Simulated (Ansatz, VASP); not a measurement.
## Br in VASP and in Ansatz

```
Br
1.0
     0.00000    2.88996    2.88996
     2.88996    0.00000    2.88996
     2.88996    2.88996    0.00000
Br
2
Direct
  0.87500 0.87500 0.87500
  0.12500 0.12500 0.12500
```

Change from the starting cell: volume scaled by 0.6, PAW files.

Alike in both runs: task single point; functional PBEsol; k mesh 11 × 11 × 11; occupations fermi-dirac, width 0.1 eV; no spin polarisation.

```csv
,VASP,Ansatz
version,VASP 6.6.1,Ansatz 0.2.0
potentials or method,"VASP PAW PBE potentials, release 64 (Br)","PAW with Ansatz's default frozen-core files, scalar-relativistic"
plane-wave cutoff (eV),520,420
valence electrons in the cell,14,14
```

VASP gave:

```
pressure (GPa) : 29.8
```

Question: Which values does Ansatz return?

Answer: Pressure (GPa): 29.7.

With one functional, cell and mesh, what is left measures potentials, basis and numerics.

Caveats: so large a pressure means that the cell lies far from this level's equilibrium, or that cutoff or potentials fall short (VASP); the potentials were made for another functional, which shifts forces and pressure (VASP).
